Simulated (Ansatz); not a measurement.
# Cu in Ansatz: the effect of target pressure

Cu:

```
Cu
1.0
    -1.44279    1.44279    1.37608
     1.44279   -1.44279    1.37608
     1.44279    1.44279   -1.37608
Cu
1
Direct
  0.00000 0.00000 0.00000
```

This isn't the form of Cu at room conditions, which is fcc.

Alike in all runs:

```yaml
Program: Ansatz 0.2.0
Task: relaxation of cell and atoms
Functional: PBEsol
Potentials_or_basis: all-electron LAPW, scalar-relativistic
Basis_error_allowed: 0.001 eV/atom
k_mesh: 13 × 13 × 13
Occupations: fermi-dirac, width 0.05 eV
Spin: no spin polarisation
```

Each run relaxes the cell or the atoms first.

**Question.** One run gave: relaxed volume 11.36 Å³/atom. Which target pressure did it use?
A. 30 GPa
B. 5 GPa
C. 0 GPa
D. 10 GPa
E. 20 GPa

**Answer.** C.

| target pressure | relaxed volume (Å³/atom) |
| --- | --- |
| 0 GPa | 11.36 |
| 5 GPa | 11.04 |
| 10 GPa | 10.77 |
| 20 GPa | 10.32 |
| 30 GPa | 9.96 |

Runs at the PBE level aren't shown here.
